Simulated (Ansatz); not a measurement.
From the elastic tensor of SnO$_{2}$ to moduli and sound speeds

Level of theory: Ansatz 0.2.0, DFT PBEsol, scalar-relativistic, plane waves, PAW. Cutoff 420 eV, 6×6×8 k-points (Γ-centred), fixed occupations. No spin polarisation.

Symmetry: P4_2/mnm, No. 136, tetragonal system. Conventional cell: a = 4.769 Å, b = 4.769 Å, c = 3.212 Å, α = 90.00°, β = 90.00°, γ = 90.00°. Around Sn (site symmetry mmm) lie 6 O at 2.07 Å. O (site symmetry m2m) is surrounded by 3 Sn at 2.07 Å.

Relaxed-ion constants (GPa, on the Cartesian axes of the calculation):
```
229.8 161.5 143.4   0.0   0.0   0.0
161.5 229.8 143.4   0.0   0.0   0.0
143.4 143.4 404.5   0.0   0.0   0.0
  0.0   0.0   0.0  89.4   0.0   0.0
  0.0   0.0   0.0   0.0  89.4   0.0
  0.0   0.0   0.0   0.0   0.0 191.5
```

Density 6.851 g/cm³; 6 atoms in 73.06 Å³.

The values that follow are for a polycrystal of randomly turned grains, by Hill's mean where one number stands. In a crystal this anisotropic the Voigt and Reuss bounds lie far apart, so Hill's mean and the sound speeds and Debye temperature from it are rough.

With S = C⁻¹: B_V = (C11+C22+C33+2(C12+C13+C23))/9, G_V = (C11+C22+C33−C12−C13−C23+3(C44+C55+C66))/15, 1/B_R = S11+S22+S33+2(S12+S13+S23), 15/G_R = 4(S11+S22+S33−S12−S13−S23)+3(S44+S55+S66); Hill is their mean. Then v_l = √((B+4G/3)/ρ), v_t = √(G/ρ), v_m = [(2/v_t³+1/v_l³)/3]^(−1/3) and Θ = (ħ/k_B)·v_m·(6π²n/V)^(1/3) for n atoms in the volume V; E = 9BG/(3B+G), ν = (3B−2G)/(2(3B+G)) and A^U = 5G_V/G_R + B_V/B_R − 6.

```
Bulk modulus, Voigt / Reuss / Hill          : 195.6 / 186.9 / 191.3 GPa
Shear modulus, Voigt / Reuss / Hill         : 101.8 / 74.7 / 88.2 GPa
Young's modulus                             : 229 GPa
Poisson ratio                               : 0.300
Pugh ratio B/G                              : 2.17
Universal anisotropy index                  : 1.86
Longitudinal and transverse sound speeds    : 6715 and 3589 m/s
Debye temperature from the mean sound speed : 519 K
```

Cost: 1 run of about 5.4 core-minutes, on Arm Neoverse V1 (shared hosts).

The lattice is much stiffer along c than across it: C33 is 404.5 GPa against 229.8 GPa for C11. This follows from the rutile framework, in which edge-sharing SnO₆ octahedra form chains along c. Compression along the chains must shorten Sn–O bonds and push neighbouring cations together, whereas the corner links between chains let the octahedra turn.

The same hinge-like freedom probably explains the small difference between C11 and C12. Stretching one basal axis while shortening the other couples to rotation of the octahedra about c, so this shear meets little resistance, while C66 reaches 191.5 GPa. It is the distortion that leads from rutile to the CaCl₂-type structure under pressure. Here the tensor remains positive definite, so the computed cell is elastically stable, but the softness alone doesn't locate a transition.

The Pugh ratio of 2.17 would conventionally suggest ductility, yet SnO₂ is a brittle ceramic. That empirical criterion, drawn from metals, says nothing about dislocation mobility or fracture in a polar, partly covalent oxide.
